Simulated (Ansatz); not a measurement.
Co: relaxation of cell and atoms

Level of theory: DFT, PBE, PAW with Ansatz's default frozen-core files, scalar-relativistic in Ansatz 0.2.0.

Command: `ansatz run input.yaml --threads 1 --pin off --max-ram 3072MiB --backend cpu --events-out ev --progress --plain --runs-dir out` The run took about 26 s on 1 thread of a shared machine.

```yaml
crystal:
  lattice:
    - [0.0, 2.5332094052, 2.5332094052]
    - [2.5332094052, 0.0, 2.5332094052]
    - [2.5332094052, 2.5332094052, 0.0]
  atoms:
    - { symbol: Co, position: [0.0, 0.0, 0.0], spin: 2.0 }
    - { symbol: Co, position: [0.25, 0.25, 0.25], spin: 2.0 }
magnetization:
  spin_polarized: true
kpoints:
  mp_grid: { grid: [12, 12, 12] }
scf:
  occupations: { method: fermi_dirac, width: 0.05 }
hamiltonian:
  xc: pbe
  pseudopotentials: { kind: paw }
output:
  forces: true
  stress: true
  write_density: true
  write_potential: true
  elf: true
  volumetric_format: npy
relax:
  f_tol: 0.005
  max_steps: 80
  cell: {}
```

The run is spin-polarised from parallel moments and ends with 3.45 μB in the cell; other orders may lie lower.

The cell is built from the diamond type as a first guess.

The cutoff is 420 eV; energies and pressures of the walk include the program's estimate of the Pulay term.

Each frame lists the cell vectors (Å), then Cartesian positions (Å); symmetry keeps all forces zero. Free energies count from the first step, -10249.7139 eV.

The walk took 4 evaluations in all; steps that aren't listed are left out.

Step 1: E = 0.0 meV, P = 0.77 GPa

```
cell 0.0000 2.5332 2.5332 2.5332 0.0000 2.5332 2.5332 2.5332 0.0000
Co    0.0000    0.0000    0.0000
Co    1.2666    1.2666    1.2666
```

Step 2: E = -0.3 meV, P = 0.37 GPa

```
cell 0.0000 2.5364 2.5364 2.5364 0.0000 2.5364 2.5364 2.5364 0.0000
Co    0.0000    0.0000    0.0000
Co    1.2682    1.2682    1.2682
```

**Question.** How does the relaxation end?

**Answer.** It converges, with a = 5.079 Å, b = 5.079 Å, c = 5.079 Å, α = 90.00°, β = 90.00°, γ = 90.00° (conventional cell, space group Fd-3m). The last solve (on a basis chosen afresh for the final cell, so its energy is not quite comparable) gives E = -0.5 meV, P = 0.01 GPa:
```
cell 0.0000 2.5393 2.5393 2.5393 0.0000 2.5393 2.5393 2.5393 0.0000
Co    0.0000    0.0000    0.0000
Co    1.2696    1.2696    1.2696
```
